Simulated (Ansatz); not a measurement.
An elastic constant from a strain scan in SiC

Level of theory: Ansatz 0.2.0, DFT r2SCAN, scalar-relativistic, plane waves, PAW. The runs took a 500 eV cutoff, a Γ-centred 10×10×10 mesh and Gaussian smearing (0.05 eV). No spin polarisation. Energies are free energies at this smearing, counted from the undisturbed cell; pressure is positive in compression.

Reference structure (relaxed at this level):

```yaml
crystal:
  lattice:
    - [0.00000, 2.17814, 2.17814]
    - [2.17814, 0.00000, 2.17814]
    - [2.17814, 2.17814, 0.00000]
  atoms:
    - { symbol: Si, position: [0.00000, 0.00000, 0.00000] }
    - { symbol: C, position: [0.75000, 0.75000, 0.75000] }
```

The cell is strained by ε times the Voigt pattern (0, 0, 0, 0, 1, 0) (xx, yy, zz, yz, xz, xy; engineering shear) with fractional coordinates fixed. The cell holds 2 atoms in V0 = 20.67 Å³. The stress column is τ = (1/V0) dE/dε, got from the stress tensor σ (compression positive) at each point as −det(1 + εP) σ : P(1 + εP)⁻¹, with P the pattern as a tensor.

| ε | ΔE (meV/atom) | τ (GPa) |
| --- | --- | --- |
| -0.0525 | 25.318 | -14.990 |
| -0.0450 | 18.589 | -12.832 |
| -0.0375 | 12.902 | -10.681 |
| -0.0300 | 8.254 | -8.537 |
| -0.0225 | 4.642 | -6.398 |
| -0.0150 | 2.063 | -4.264 |
| -0.0075 | 0.516 | -2.131 |
| 0.0000 | 0.000 | 0.000 |
| 0.0075 | 0.516 | 2.131 |
| 0.0150 | 2.063 | 4.264 |
| 0.0225 | 4.642 | 6.398 |
| 0.0300 | 8.254 | 8.537 |
| 0.0375 | 12.902 | 10.681 |
| 0.0450 | 18.589 | 12.832 |
| 0.0525 | 25.318 | 14.990 |
| 0.0600 | ? | ? |

Problem. Which combination of elastic constants does this scan measure, and how large is it?

Solution. For small ε, τ = τ0 + Kε with K = pᵀCp, which for this pattern is C44 in the cubic axes. The parabola through τ at ε = -0.0075, 0 and 0.0075 has slope K = 284 GPa at zero. The energies per cell, E = NΔE, of the same two points give K = 2[E(ε₊)/ε₊ − E(ε₋)/ε₋]/[(ε₊ − ε₋)V0] = 285 GPa, in agreement. These are clamped-ion values.

Problem. Predict the withheld row at ε = 0.0600 from the harmonic law, and compare.

Solution. ΔE = V0(τ0 ε + Kε²/2)/N = 32.991 meV/atom and τ = 17.05 GPa. The calculation gives 33.092 meV/atom and 17.16 GPa, a miss of 0.3 % of the harmonic energy, so the harmonic law still holds here.

Forces appear on the atoms along this scan, and letting them relax would lower the energy and soften the response.

Cost: 9 runs of about 1.3 core-minutes in all, on Intel Xeon Platinum 8259CL (Skylake/Cascade Lake) (shared hosts).